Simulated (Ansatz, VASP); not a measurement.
BaS: VASP beside Ansatz

The input INCAR:

```
SYSTEM = BaS
PREC = Accurate
ENCUT = 520
EDIFF = 1E-7
ISMEAR = -1
SIGMA = 0.02
LREAL = .False.
LASPH = .True.
NELM = 100
ALGO = Fast
ISIF = 2
LWAVE = .False.
LCHARG = .False.
GGA = PE
NBANDS = 24
```

Contents of KPOINTS:

```
Automatic mesh
0
Gamma
  6 6 4
  0 0 0
```

Contents of POSCAR:

```
BaS
1.0
    5.5782882504      0.0000000000      0.0000000000
   -2.7891441252      4.8309393345      0.0000000000
    0.0000000000      0.0000000000      6.3068088363
Ba S
2 2
Direct
    0.3333333333      0.6666666667      0.2500000000
    0.6666666667      0.3333333333      0.7500000000
    0.6666666667      0.3333333333      0.2500000000
    0.3333333333      0.6666666667      0.7500000000
```

Input for Ansatz:

```yaml
crystal:
  lattice:
    - [5.5782882504, 0.0, 0.0]
    - [-2.7891441252, 4.8309393345, 0.0]
    - [0.0, 0.0, 6.3068088363]
  atoms:
    - { symbol: Ba, position: [0.3333333333, 0.6666666667, 0.25] }
    - { symbol: Ba, position: [0.6666666667, 0.3333333333, 0.75] }
    - { symbol: S, position: [0.6666666667, 0.3333333333, 0.25] }
    - { symbol: S, position: [0.3333333333, 0.6666666667, 0.75] }
kpoints:
  mp_grid: { grid: [6, 6, 4] }
  band_path:
    path:
      - [0.0, 0.0, 0.0]
      - [0.5, 0.0, 0.0]
      - [0.3333333333, 0.3333333333, 0.0]
      - [0.0, 0.0, 0.5]
      - [0.5, 0.0, 0.5]
      - [0.3333333333, 0.3333333333, 0.5]
    npoints: 1
hamiltonian:
  xc: pbe
scf:
  occupations: { method: fermi_dirac, width: 0.02 }
  n_extra_bands: 5
output:
  forces: true
  stress: true
  eigenvalues: true
```

Change from the starting cell: epitaxial_xy strain +3.6%.

Alike in both runs: task single point; functional PBE; k mesh 6 × 6 × 4; occupations fermi-dirac, width 0.02 eV; no spin polarisation.

|  | VASP | Ansatz |
| --- | --- | --- |
| version | VASP 6.6.1 | Ansatz 0.2.0 |
| potentials or method | VASP PAW PBE potentials, release 64 (Ba_sv, S) | plane waves, PAW |
| plane-wave cutoff (eV) | 520 | 420 |
| valence electrons in the cell | 32 | 32 |

|  | VASP | Ansatz | Ansatz less VASP |
| --- | --- | --- | --- |
| gap on the k mesh at the Fermi level (eV) | 2.46 | 2.55 | +0.089 |
| pressure (GPa) | -1.0 | -1.4 | -0.38 |
| largest component of the traceless stress (GPa) | 1.57 | 1.34 | -0.235 |

Caveats: spin-orbit coupling is left out, which moves the levels of the heavy elements. A k mesh can miss the band edges.
